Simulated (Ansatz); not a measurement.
# LaAlO3, response to strain

Consider LaAlO3 (space group R-3c, No. 167; a = 5.412 Å, c = 13.193 Å (hexagonal axes)). Axes: x lies along a and z along c of the hexagonal cell.

Strains are applied to the cell and any free atomic positions relax; under biaxial strain the out-of-plane vector relaxes too; under stress the whole cell relaxes.

Level of theory: plane-wave PAW DFT at the PBE level (Ansatz, a program for electronic structure, 420 eV), spin-orbit coupling left out, earlier PAW set.

Candidates:
(a) isotropic strain +4.02 %
(b) isotropic strain −2.66 %
(c) biaxial strain −4.84 %, plane normal [001], relaxed out of plane
(d) uniaxial stress, 5 GPa compression along z
(e) uniaxial strain ε_xx = +2.24 %

Notes on the quantities. energy relative to the base: free energy F.

Order them by energy relative to the base, highest first.

(a) isotropic strain +4.02 % (+80 meV/atom), (c) biaxial strain −4.84 %, plane normal [001], relaxed out of plane (+75 meV/atom), (b) isotropic strain −2.66 % (+44 meV/atom), (e) uniaxial strain ε_xx = +2.24 % (+5.6 meV/atom), (d) uniaxial stress, 5 GPa compression along z (+2.4 meV/atom)

Stability under load was not tested beyond the relaxation.
